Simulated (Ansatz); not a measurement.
The system is NbAs.

```
Nb As
1.0
    -1.72585    1.72585    5.84000
     1.72585   -1.72585    5.84000
     1.72585    1.72585   -5.84000
Nb As
2 2
Direct
  0.50000 0.00000 0.50000
  0.75000 0.75000 0.00000
  0.91600 0.41600 0.50000
  0.16600 0.16600 0.00000
```

| Quantity | Value |
| --- | --- |
| Program | Ansatz 0.2.0 |
| Task | relaxation of cell and atoms |
| Functional | BLYP |
| Potentials or basis | Ansatz PAW |
| Cutoff | 420 eV (not typed: the program's choice for these potentials) |
| k mesh | 11 × 11 × 11 |
| Occupations | fermi-dirac, width 0.05 eV |
| Spin | no spin polarisation |

At the start: volume 17.39 Å³/atom.

Q: How do energy, volume and symmetry change on relaxing?

A: It ends after 6 steps and the volume is 18.65 Å³/atom (+7.2 %); space group I4_1md (No. 109, to 0.05 Å).

The path:
```tsv
step	energy change (eV)	largest force (eV/Å)	volume (Å³)
1	0.0000	0.2924	69.58
2	-0.1027	0.0175	78.23
3	-0.1722	0.0183	75.06
4	-0.1733	0.0324	74.60
5	-0.1735	0.0021	74.61
6	-0.1747	0.0021	74.61
```

Final structure:
```
Nb As
1.0
    -1.75965    1.75965    6.02411
     1.75965   -1.75965    6.02411
     1.75965    1.75965   -6.02411
Nb As
2 2
Direct
  0.49929 0.99929 0.50000
  0.74929 0.74929 0.00000
  0.91671 0.41671 0.50000
  0.16671 0.16671 0.00000
```

Caveat: the plane-wave basis is chosen anew once the cell has moved, so the energies of steps on either side of that aren't comparable; the PAW data sets come from PBE, with cores solved anew for the run's functional, which leaves a small shift of forces and pressure.
